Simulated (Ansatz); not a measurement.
# Na$_{2}$S: computed properties

All numbers below come from DFT PBEsol, scalar-relativistic, plane waves, PAW in Ansatz.

Cutoff 420 eV; k points 8×8×8 on the computed 3-atom cell (Γ-centred); Gaussian smearing, width 0.02 eV; no spin polarisation.

The structure is relaxed at this level of theory with its symmetry kept.

The structure is cubic, space group Fm-3m (No. 225). The conventional cell has a = 6.501 Å, b = 6.501 Å, c = 6.501 Å, α = 90.00°, β = 90.00°, γ = 90.00°. Na (site symmetry -43m) has 4 S at 2.82 Å as nearest neighbours. Around S (site symmetry m-3m) lie 8 Na at 2.82 Å.

| Quantity | Value |
| --- | --- |
| Volume per atom | 22.90 Å³ |
| Formation energy from the elements' standard states (uncorrected) | -1.072 eV/atom |
| Kohn–Sham band gap | 2.43 eV, direct at Γ |
| Löwdin character of the top 1 eV of the valence band | S 3p 94 % |
| Löwdin character of the lowest 1 eV of the conduction band | Na 3s 60 %, S 3s 23 %, S 3p 14 % |
| Electron masses at the edge by Cartesian direction of the standard setting (m_e; degenerate bands sorted by energy; no spin-orbit coupling) | x: 0.28; y: 0.28; z: 0.28 |
| Hole masses at the edge by Cartesian direction of the standard setting (m_e; degenerate bands sorted by energy; no spin-orbit coupling) | x: 2.7, 2.7, 0.41; y: 2.7, 2.7, 0.41; z: 2.7, 2.7, 0.41 |
| Bulk modulus | 29.5 GPa |
| Its pressure derivative | 4.3 |
| Electronic dielectric constant xx, yy, zz of the standard setting (independent particles) | 3.9, 3.9, 3.9 |
| Bader charges (e) | Na (2 in the cell) 0.81, S (1 in the cell) -1.61 |